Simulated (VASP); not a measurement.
## Sn: equation of state with PBEsol

The system is Sn.

```xyz
2
Lattice="-2.8903 2.8903 1.6120 2.8903 -2.8903 1.6120 2.8903 2.8903 -1.6120" Properties=species:S:1:pos:R:3 pbc="T T T"
Sn    0.0000    0.0000    0.0000
Sn    0.0000    2.8903    0.8060
```

```
Program                : VASP 6.6.1
Task                   : equation of state
Functional             : PBEsol
Potentials or basis    : VASP PAW PBE potentials, release 64 (Sn_d)
Cutoff                 : 520 eV
k mesh                 : 8 × 8 × 8
Occupations            : fermi-dirac, width 0.05 eV
Spin                   : no spin polarisation
Ladder                 : gaps
Further INCAR settings : ALGO = Fast; EDIFF = 1e-06
```

```
Equilibrium volume                        : 26.93 Å³/atom
Bulk modulus at fixed shape and positions : 56 GPa
Pressure derivative of the bulk modulus   : 4.5 (rough: it moves with the points fitted)
```

Energy against volume, from the lowest point:
```
volume (Å³/atom)  energy (meV/atom)
          25.855               8.09
          26.394               1.94
          26.933               0.00
          27.471               1.81
          28.010               6.98
```

All runs of the series together: 4.5 min on 1 thread of Intel(R) Xeon(R) Platinum 8488C (Sapphire Rapids) (shared host).

Caveat: the cell was scaled at fixed shape and fractional positions, which overstates the stiffness of a crystal with free parameters, most of all of layers and chains; the PAW data sets were made with another functional, which shifts forces and pressure a little.
